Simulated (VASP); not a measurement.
# Ga (C2/c) in VASP: a series of runs

The runs below take Ga through equation of state, with PBE, PBEsol.

Program: VASP 6.6.1. These are calculated values, not measurements. Logs are shortened: lines on timing, memory, paths and dates and some standing lists are left out, and cuts for length are marked.

## 1. Starting point

Symmetry: C2/c, No. 15, monoclinic system. The conventional cell has a = 2.766 Å, b = 8.053 Å, c = 3.332 Å, α = 90.00°, β = 92.02°, γ = 90.00°. Around Ga (site symmetry 2) lie 8 Ga at 2.69 to 2.92 Å.

This isn't the form of Ga at room conditions, which is orthorhombic.

## 2. Equation of state, PBE, 17.43 Å³/atom (volume scaled by 0.94)

File INCAR:

```
ALGO = Normal
EDIFF = 1E-7
ENCUT = 520
GGA = PE
ISIF = 2
ISMEAR = -1
LASPH = T
LCHARG = F
LREAL = F
LWAVE = F
NBANDS = 20
NELM = 80
PREC = Accurate
SIGMA = 0.05
```

File KPOINTS:

```
k-points
0
Gamma
  10 10 8
```

File POSCAR:

```
Ga
1.0
    1.3547675884     -3.9443034667      0.0000000000
    1.3547675884      3.9443034667      0.0000000000
   -0.1150499344      0.0000000000      3.2619526240
Ga
2
Direct
    0.1310000000      0.8690000000      0.7500000000
    0.8690000000      0.1310000000      0.2500000000
```

Potentials or basis: VASP PAW PBE potentials, release 64 (Ga_d).

On the command line:

```bash
cat potpaw_PBE.64/Ga_d/POTCAR > POTCAR
mpirun -np 1 vasp_std > vasp.out
```

OUTCAR:

```text
EDIFF = 1E-7
   ENCUT = 520
   GGA = PE
   ISIF = 2
   ISMEAR = -1
   LASPH = T
   LREAL = F
   NELM = 80
   PREC = Accurate

 ion  position               nearest neighbor table
   1  0.131  0.869  0.750-   2 2.63   2 2.63   2 2.80   2 2.80   2 2.86   2 2.86
   2  0.869  0.131  0.250-   1 2.63   1 2.63   1 2.80   1 2.80   1 2.86   1 2.86

  LATTYP: Found a base centered monoclinic cell.
 ALAT       =     2.7095351768
 B/A-ratio  =     2.9114244395
 C/A-ratio  =     1.2046276211
 COS(beta)  =    -0.0352483478

  Lattice vectors:

 A1 = (   1.3547675884,  -3.9443034667,   0.0000000000)
 A2 = (   1.3547675884,   3.9443034667,   0.0000000000)
 A3 = (  -0.1150499344,   0.0000000000,   3.2619526240)

Analysis of symmetry for initial positions (statically):
=====================================================================
 Subroutine PRICEL returns:
 Original cell was already a primitive cell.

 Routine SETGRP: Setting up the symmetry group for a
 base centered monoclinic supercell.

 Subroutine GETGRP returns: Found  4 space group operations
 (whereof  2 operations were pure point group operations)
 out of a pool of  4 trial point group operations.

The static configuration has the point symmetry S_2 .
 The point group associated with its full space group is C_2h.

Analysis of symmetry for dynamics (positions and initial velocities):
=====================================================================
 Subroutine PRICEL returns:
 Original cell was already a primitive cell.

 Routine SETGRP: Setting up the symmetry group for a
 base centered monoclinic supercell.

 Subroutine GETGRP returns: Found  4 space group operations
 (whereof  2 operations were pure point group operations)
 out of a pool of  4 trial point group operations.

The dynamic configuration has the point symmetry S_2 .
 The point group associated with its full space group is C_2h.

 Subroutine INISYM returns: Found  4 space group operations
 (whereof  2 operations are pure point group operations),
 and found     1 'primitive' translations

----------------------------------------------------------------------------------------

                                     Primitive cell

  volume of cell :      34.8612

  direct lattice vectors                    reciprocal lattice vectors
     1.354767588 -3.944303467  0.000000000     0.369066993 -0.126765094  0.013017091
     1.354767588  3.944303467  0.000000000     0.369066993  0.126765094  0.013017091
    -0.115049934  0.000000000  3.261952624     0.000000000  0.000000000  0.306564845

  length of vectors
     4.170482593  4.170482593  3.263980914     0.390447537  0.390447537  0.306564845

  position of ions in fractional coordinates (direct lattice)
     0.131000000  0.869000000  0.750000000
     0.869000000  0.131000000  0.250000000

  ion indices of the primitive-cell ions
   primitive index   ion index
                 1           1
                 2           2

----------------------------------------------------------------------------------------

 KPOINTS: k-points

Automatic generation of k-mesh.
 Grid dimensions read from file:
 generate k-points for:   10   10    8

 Generating k-lattice:

  Cartesian coordinates                     Fractional coordinates (reciprocal lattice)
     0.036906699 -0.012676509  0.001301709     0.100000000  0.000000000  0.000000000
     0.036906699  0.012676509  0.001301709     0.000000000  0.100000000  0.000000000
     0.000000000  0.000000000  0.038320606     0.000000000  0.000000000  0.125000000

  Length of vectors
     0.039044754  0.039044754  0.038320606

  Shift w.r.t. Gamma in fractional coordinates (k-lattice)
     0.000000000  0.000000000  0.000000000

 Subroutine IBZKPT returns following result:
 ===========================================

 Found    227 irreducible k-points:

 Following reciprocal coordinates:
            Coordinates               Weight
  0.000000  0.000000  0.000000      1.000000
  0.100000  0.000000 -0.000000      4.000000
  0.200000  0.000000 -0.000000      4.000000
  0.300000  0.000000  0.000000      4.000000
  0.400000 -0.000000  0.000000      4.000000
  0.500000  0.000000  0.000000      2.000000
[... 42 lines left out ...]
 -0.200000  0.100000  0.125000      4.000000
 -0.100000  0.100000  0.125000      4.000000
 [... further k-points ...]
   k-points           NKPTS =    227   k-points in BZ     NKDIM =    227   number of bands    NBANDS=     20
   number of dos      NEDOS =    301   number of ions     NIONS =      2
   total plane-waves  NPLWV =  24576
   dimension x,y,z NGX =    32 NGY =   32 NGZ =   24
   dimension x,y,z NGXF=    64 NGYF=   64 NGZF=   48
   ions per type =               2
   NGX,Y,Z   is equivalent  to a cutoff of  12.76, 12.76, 12.22 a.u.
   NGXF,Y,Z  is equivalent  to a cutoff of  25.51, 25.51, 24.45 a.u.
 SYSTEM =  unknown system
   PREC   = accura    normal or accurate (medium, high low for compatibility)
   ISTART =      0    job   : 0-new  1-cont  2-samecut
   ICHARG =      2    charge: 1-file 2-atom 10-const
   ISPIN  =      1    spin polarized calculation?
   LNONCOLLINEAR =      F non collinear calculations
   LSORBIT =      F    spin-orbit coupling
   LASPH  =      T    aspherical Exc in radial PAW
   ENCUT  =  520.0 eV  38.22 Ry    6.18 a.u.   7.75  7.75  6.07*2*pi/ulx,y,z
   NELM   =     80;   NELMIN=  2; NELMDL= -5     # of ELM steps
   EDIFF  = 0.1E-06   stopping-criterion for ELM
   LREAL  =      F    real-space projection
   EDIFFG = 0.1E-05   stopping-criterion for IOM
   NSW    =      0    number of steps for IOM
   IBRION =     -1    ionic relax: 0-MD 1-quasi-New 2-CG
   NFREE  =      0    steps in history (QN), initial steepest desc. (CG)
   ISIF   =      2    stress and relaxation
   ISYM   =      2    0-nonsym 1-usesym 2-fastsym
   POTIM  = 0.5000    time-step for ionic-motion
   TEBEG  =    0.0;   TEEND  =   0.0 temperature during run
   PSTRESS=    0.0 pullay stress
   NELECT =      26.0000    total number of electrons
   NUPDOWN=      -1.0000    fix difference up-down
   EMIN   =  10.00;   EMAX   =-10.00  energy-range for DOS
   EFERMI =   0.00;   METHOD = LEGACY
   ISMEAR =    -1;   SIGMA  =   0.05  broadening in eV -4-tet -1-fermi 0-gaus
   EFERMI_NEDOS =   21; number of points for ismear=-14 and -15
   IALGO  =     38    algorithm
   IMIX   =      4    mixing-type and parameters
     AMIX     =   0.40;   BMIX     =  1.00
     AMIX_MAG =   1.60;   BMIX_MAG =  1.00
  volume/ion in A,a.u.               =      17.43       117.63
  Fermi-wavevector in a.u.,A,eV,Ry     =   1.484630  2.805545 29.988976  2.204128
  Thomas-Fermi vector in A             =   2.598143
   LORBIT       =      0    0 simple, 1 ext, 2 COOP (PROOUT), +10 PAW based schemes
   GGA     = PE    functional components
   LHFCALC =     F    Hartree Fock is set to
   AEXX    =    0.0000 exact exchange contribution
   IVDW    =     0    specifies the selected vdW correction
   LEPSILON=     F    determine dielectric tensor
   LRPA    =     F    only Hartree local field effects (RPA)
 non-spin polarized calculation
  energy-cutoff  :      520.00
  volume of cell :       34.86
 maximum number of plane-waves:       955
   NGX = 15   NGY = 15   NGZ = 13

 number of electron      26.0000015 magnetization

 Free energy of the ion-electron system (eV)
  ---------------------------------------------------
  ext. energy  EPLUGINS =         0.00000000
  ---------------------------------------------------
  free energy    TOTEN  =        -5.72025420 eV

  energy without entropy =       -5.71528231  energy(sigma->0) =       -5.71776826

 E-fermi :   6.2598     XC(G=0): -11.3720

 val. band max:        6.2455921344   @ k =  -0.2000   0.3000   0.3750
 cond. band min:       6.2736426251   @ k =  -0.2000   0.5000   0.3750
 fundamental gap:      0.0280504908
 Fermi energy:         6.2597816787

 k-point     1 :       0.0000    0.0000    0.0000
  band No.  band energies     occupation
      1      -9.0068      2.00000
      2      -9.0022      2.00000
      3      -8.9554      2.00000
      4      -8.9368      2.00000
      5      -8.6108      2.00000
      6      -8.6093      2.00000
[... 12 lines left out ...]
     19      17.5024      0.00000
     20      19.7704      0.00000

 k-point     2 :       0.1000    0.0000   -0.0000
  band No.  band energies     occupation
      1      -8.9975      2.00000
      2      -8.9841      2.00000
      3      -8.9329      2.00000
      4      -8.8898      2.00000
      5      -8.6329      2.00000
      6      -8.6298      2.00000
[... 12 lines left out ...]
     19      17.8440      0.00000
     20      20.7296      0.00000

 k-point     3 :       0.2000    0.0000   -0.0000
  band No.  band energies     occupation
      1      -8.9738      2.00000
      2      -8.9451      2.00000
      3      -8.8694      2.00000
      4      -8.7846      2.00000
      5      -8.6883      2.00000
      6      -8.6800      2.00000
[... 12 lines left out ...]
     19      18.0632      0.00000
     20      21.8663      0.00000

 k-point     4 :       0.3000    0.0000    0.0000
  band No.  band energies     occupation
      1      -8.9472      2.00000
      2      -8.9061      2.00000
      3      -8.8188      2.00000
      4      -8.7878      2.00000
      5      -8.7601      2.00000
      6      -8.6535      2.00000
[... 12 lines left out ...]
     19      18.3671      0.00000
     20      20.4039      0.00000

 k-point     5 :       0.4000   -0.0000    0.0000
  band No.  band energies     occupation
      1      -8.9287      2.00000
      2      -8.9069      2.00000
      3      -8.8279      2.00000
      4      -8.8156      2.00000
      5      -8.7957      2.00000
      6      -8.6665      2.00000
[... 12 lines left out ...]
     19      17.7104      0.00000
     20      18.9856      0.00000
[... 721 lines left out ...]
      6      -8.6870      2.00000
[... 12 lines left out ...]
     19      16.8762      0.00000
     20      17.5682      0.00000

 k-point    38 :      -0.4000    0.0000    0.1250
  band No.  band energies     occupation
      1      -8.9607      2.00000
      2      -8.8737      2.00000
      3      -8.8488      2.00000
      4      -8.7957      2.00000
      5      -8.7726      2.00000
      6      -8.6814      2.00000
[... 12 lines left out ...]
     19      16.6349      0.00000
     20      18.0658      0.00000

 k-point    39 :      -0.3000    0.0000    0.1250
  band No.  band energies     occupation
      1      -8.9572      2.00000
      2      -8.8830      2.00000
      3      -8.8254      2.00000
      4      -8.7977      2.00000
      5      -8.7321      2.00000
      6      -8.6863      2.00000
[... 12 lines left out ...]
     19      17.4683      0.00000
     20      18.7343      0.00000

 k-point    40 :      -0.2000   -0.0000    0.1250
  band No.  band energies     occupation
      1      -8.9791      2.00000
      2      -8.9199      2.00000
      3      -8.8612      2.00000
      4      -8.7721      2.00000
      5      -8.7390      2.00000
      6      -8.6717      2.00000
[... 12 lines left out ...]
     19      17.9065      0.00000
     20      20.2562      0.00000

 [... further k-points ...]

------------------------ aborting loop because EDIFF is reached ----------------------------------------

  FORCE on cell =-STRESS in cart. coord.  units (eV):
  Direction    XX          YY          ZZ          XY          YZ          ZX
  --------------------------------------------------------------------------------------
  -------------------------------------------------------------------------------------
  Total        1.5029365      1.3879466      1.0341146      0.0000000      0.0000000      0.1270324
  in kB       69.0730221     63.7882320     47.5265733      0.0000000      0.0000000      5.8382436
  external PRESSURE =      60.1292758 kB  Pullay stress =       0.0000000 kB

 VOLUME and BASIS-vectors are now :
 -----------------------------------------------------------------------------
  energy-cutoff  :      520.00
  volume of cell :       34.86
      direct lattice vectors                 reciprocal lattice vectors
     1.354767588 -3.944303467  0.000000000     0.369066993 -0.126765094  0.013017091
     1.354767588  3.944303467  0.000000000     0.369066993  0.126765094  0.013017091
    -0.115049934  0.000000000  3.261952624     0.000000000  0.000000000  0.306564845

 POSITION                                       TOTAL-FORCE (eV/Angst)
 -----------------------------------------------------------------------------------
      1.26848      2.91090      2.44646        -0.000000     -0.227036     -0.000000
      1.32601     -2.91090      0.81549         0.000000      0.227036      0.000000
 -----------------------------------------------------------------------------------
    total drift:                                0.000000      0.000000     -0.000000

  FREE ENERGIE OF THE ION-ELECTRON SYSTEM (eV)
  ---------------------------------------------------
  free  energy   TOTEN  =        -5.7202541975 eV

  energy  without entropy=       -5.7152823132  energy(sigma->0) =       -5.71776826
```

It took 86 s on 1 thread of Intel Xeon Platinum 8488C (Sapphire Rapids), shared host; peak memory 0.25 GiB.

What came out:

```yaml
Free_energy: -5.7203 eV
Pressure: 6.0 GPa
Largest_force: 0.227 eV/Å
Band_gap_on_the_k_mesh: none (metal or under the smearing width)
```

## 3. Equation of state, PBE, 17.80 Å³/atom (volume scaled by 0.96)

File INCAR:

```
PREC = Accurate
ENCUT = 520
EDIFF = 1E-7
ISMEAR = -1
SIGMA = 0.05
LREAL = False
LASPH = True
NELM = 80
ALGO = Normal
ISIF = 2
LWAVE = False
LCHARG = False
GGA = PE
NBANDS = 20
```

File KPOINTS:

```
regular mesh
0
Gamma
  10 10 8
```

File POSCAR:

```
Ga
1.0
    1.3643085195     -3.9720811669      0.0000000000
    1.3643085195      3.9720811669      0.0000000000
   -0.1158601719      0.0000000000      3.2849248782
Ga
2
Direct
    0.1310000000      0.8690000000      0.7500000000
    0.8690000000      0.1310000000      0.2500000000
```

Potentials or basis: VASP PAW PBE potentials, release 64 (Ga_d).

On the command line:

```bash
cat potpaw_PBE.64/Ga_d/POTCAR > POTCAR
mpirun -np 1 vasp_std > vasp.out
```

Run time: 77 s. Hardware: 1 thread of Intel Xeon Platinum 8488C (Sapphire Rapids), shared host; peak memory 0.26 GiB.

It converged, with:

```yaml
Free_energy: -5.7444 eV
Pressure: 4.5 GPa
Largest_force: 0.219 eV/Å
Band_gap_on_the_k_mesh: none (metal or under the smearing width)
```

(Part 1 of 2 ends here.)
